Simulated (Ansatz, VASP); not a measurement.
**GaAs: VASP beside Ansatz**

INCAR

```
  PREC = Accurate
  ENCUT = 520
  EDIFF = 1E-6
  ISMEAR = 0
  SIGMA = 0.02
  LREAL = False
  LASPH = True
  NELM = 60
  ALGO = Normal
  ISIF = 2
  LWAVE = False
  LCHARG = True
  GGA = PE
  LELF = True
  LVHAR = True
  NBANDS = 16
```

File KPOINTS:

```
Automatic mesh
0
Gamma
  12 12 12
```

File POSCAR:

```
GaAs
1.0
    0.0000000000      2.9011366280      2.9011366280
    2.9011366280      0.0000000000      2.9011366280
    2.9011366280      2.9011366280      0.0000000000
Ga As
1 1
Direct
    0.0000000000      0.0000000000      0.0000000000
    0.2500000000      0.2500000000      0.2500000000
```

Input for Ansatz:

```yaml
crystal:
  lattice:
    - [0.0, 2.9011366302, 2.9011366302]
    - [2.9011366302, 0.0, 2.9011366302]
    - [2.9011366302, 2.9011366302, 0.0]
  atoms:
    - { symbol: Ga, position: [0.0, 0.0, 0.0] }
    - { symbol: As, position: [0.25, 0.25, 0.25] }
basis:
  ecutwfc: 420
kpoints:
  mp_grid: { grid: [12, 12, 12] }
hamiltonian:
  xc: pbe
scf:
  occupations: { method: gaussian, width: 0.02 }
output:
  forces: true
  stress: true
  eigenvalues: true
```

Alike in both runs: task single point; functional PBE; k mesh 12 × 12 × 12; occupations gaussian, width 0.02 eV; no spin polarisation.

|  | VASP | Ansatz |
| --- | --- | --- |
| version | VASP 6.6.1 | Ansatz 0.2.0 |
| potentials or method | VASP PAW PBE potentials, release 64 (Ga_d, As) | scalar-relativistic, plane waves, PAW |
| plane-wave cutoff (eV) | 520 | 420 |
| valence electrons in the cell | 18 | 28 |

```tsv
	VASP	Ansatz	Ansatz less VASP
gap on the k mesh at the Fermi level (eV)	none	none	-
pressure (GPa)	-1.5	-1.6	-0.14
```

A gap of «none» marks a metal or a gap that the smearing closes. The two sets of potentials don't hold the same shells in valence.
